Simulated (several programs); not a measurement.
CdTe (started from an entry of an open crystallographic database), relaxed with r2SCAN in Ansatz, was computed with several methods. It is cubic, F-43m (No. 216); conventional cell a = 6.560 Å, 35.28 Å³ an atom. Cd is surrounded by 4 Te at 2.84 Å; Te is surrounded by 4 Cd at 2.84 Å. Spin-unpolarised throughout.

```cif
data_structure
_symmetry_space_group_name_H-M 'F-43m'
_symmetry_Int_Tables_number 216
_cell_length_a 6.5598
_cell_length_b 6.5598
_cell_length_c 6.5598
_cell_angle_alpha 90.000
_cell_angle_beta 90.000
_cell_angle_gamma 90.000
_cell_volume 282.27
loop_
_atom_site_label
_atom_site_type_symbol
_atom_site_symmetry_multiplicity
_atom_site_Wyckoff_symbol
_atom_site_fract_x
_atom_site_fract_y
_atom_site_fract_z
_atom_site_occupancy
Cd1 Cd 4 a 0.00000 0.00000 0.00000 1
Te1 Te 4 d 0.25000 0.25000 0.75000 1
```

Gaps and times are for a single point on this cell; volume and bulk modulus come from each method's own relaxation or energy curve at fixed shape. Times are rough, from shared hosts (Arm Neoverse V1; Arm Neoverse V2; NVIDIA H100 80GB HBM3), and each method has its own mesh and cell size. A dagger marks a closed or tiny gap in a crystal that DFT finds insulating: a failure of the method or a wrong SCF state. PM6 (MOPAC), PM7 (MOPAC), GFN1-xTB (tblite), GFN2-xTB (tblite) treat a cluster of cells at its zone centre, which samples few k points: where these miss a band edge, the gap comes out too large for that reason alone. Gaps from k meshes are read at a limited set of points (mesh, symmetry points, PBE's band edges), so each method's own least gap may be somewhat smaller. Force fields have no electrons; where one was fitted to this phase, its volume and modulus reflect the fit. xTB and the PM methods were fitted mostly to molecules, and can miss a solid's gap by electronvolts. Minimal bases can be far off for gaps. Times of the plane-wave ladder aren't listed, since it ran on unlike processors and cards. GLLB-SC's gap includes the derivative discontinuity. G0W0 is at finite bands, cutoff and mesh. d marks a direct gap, i an indirect one (no mark: not told apart), a dash a value that wasn't computed or didn't pass its checks.

```
                               method              kind  gap (eV)  own volume (Å³/atom)  bulk modulus (GPa)  atoms computed  processor time
                               PBEsol         semilocal         –                 34.17                   –               2               –
             CdTeZnSeHgS0.sw (LAMMPS)       force field         –                 33.98                  43               2          0.11 s
              CdTe.bop.table (LAMMPS)       force field         –                 39.81                  37               2          0.12 s
            CdTeSe.bop.table (LAMMPS)       force field         –                 34.09                  37               2          0.13 s
 light PBE (260 eV and a coarse mesh)  light plane-wave    0.63 d                     –                   –               2           1.3 s
                          PM6 (MOPAC)    semi-empirical      8.05                     –                   –         cluster           1.9 s
                          PM7 (MOPAC)    semi-empirical      5.53                 32.12                 148         cluster           1.9 s
                    GFN1-xTB (tblite)     tight binding     0.00†                     –                   –         cluster           2.4 s
                                  PBE         semilocal    0.66 d                 36.23                  35               2               –
                                  LDA         semilocal    0.40 d                 32.93                   –               2               –
                    GFN2-xTB (tblite)     tight binding      2.27                 37.48                  31         cluster           3.9 s
               PBE/single zeta (GPAW)       small basis    0.72 d                     –                   –               2           4.9 s
                       PBE/SZV (CP2K)       small basis    1.01 d                 37.95                  36               2           5.9 s
                               r2SCAN         semilocal    1.16 d                 35.28                  40               2               –
                       GLLB-SC (GPAW)   model potential      1.34                     –                   –               2            12 s
G0W0@r2SCAN (180 eV screening cutoff)         many-body      1.56                     –                   –               2               –
                              PBE+SOC         semilocal    0.40 d                     –                   –               2               –
                      PBE/DZVP (CP2K)       small basis    0.73 d                 36.84                  35               2            17 s
   G0W0@PBE (260 eV screening cutoff)         many-body      1.20                     –                   –               2               –
  G0W0@PBE0 (180 eV screening cutoff)         many-body      1.97                     –                   –               2               –
                              LC-ωPBE            hybrid    6.01 d                     –                   –               2               –
 G0W0@HSE06 (180 eV screening cutoff)         many-body      1.76                     –                   –               2               –
                                 PBE0            hybrid    2.16 d                     –                   –               2               –
                                HSE06            hybrid    1.53 d                 35.50                   –               2               –
                             DDH-PBE0            hybrid    1.31 d                     –                   –               2               –
                              r2SCAN0            hybrid    2.46 d                     –                   –               2               –
                            HSE06+SOC            hybrid    1.23 d                     –                   –               2               –
```

Task: How far from the measured values lie the methods that can be set against them?

Result:
- Bulk modulus, measured 42 GPa: CdTeZnSeHgS0.sw (LAMMPS) +1.5 %, CdTe.bop.table (LAMMPS) -10.9 %, CdTeSe.bop.table (LAMMPS) -12.1 %, PM7 (MOPAC) +253.2 %, PBE -16.3 %, GFN2-xTB (tblite) -25.8 %, PBE/SZV (CP2K) -14.5 %, r2SCAN -4.0 %, PBE/DZVP (CP2K) -17.5 %.
- Volume, measured 34.11 Å³ an atom: PBEsol +0.2 %, CdTeZnSeHgS0.sw (LAMMPS) -0.4 %, CdTe.bop.table (LAMMPS) +16.7 %, CdTeSe.bop.table (LAMMPS) -0.1 %, PM7 (MOPAC) -5.8 %, PBE +6.2 %, LDA -3.4 %, GFN2-xTB (tblite) +9.9 %, PBE/SZV (CP2K) +11.3 %, r2SCAN +3.5 %, PBE/DZVP (CP2K) +8.0 %, HSE06 +4.1 %.
The calculations are for a static lattice; samples hold vibrations, temperature and, in optical gaps, excitons. A measured value is shown where most reports agree with it, and only for the quantities listed. Sources: 42 GPa (B0 of zincblende phase; “Multiscale insight into the Cd1-xZnxTe vibrational-mechanical properties -- High-pressure experiments and ab initio calculations”; literature HP-XRD value from an equation-of-state fit; depends on B0' (about 6.4 for CdTe); 2023; arxiv:2306.14539); 34.11 Å³ an atom (from the lattice constants; cubic lattice parameter, literature experiment; “Electronic structure, structural and optical properties of thermally evaporated CdTe thin films”; 2006; arxiv:cond-mat/0608141).

Only the rows marked +SOC include spin-orbit coupling.
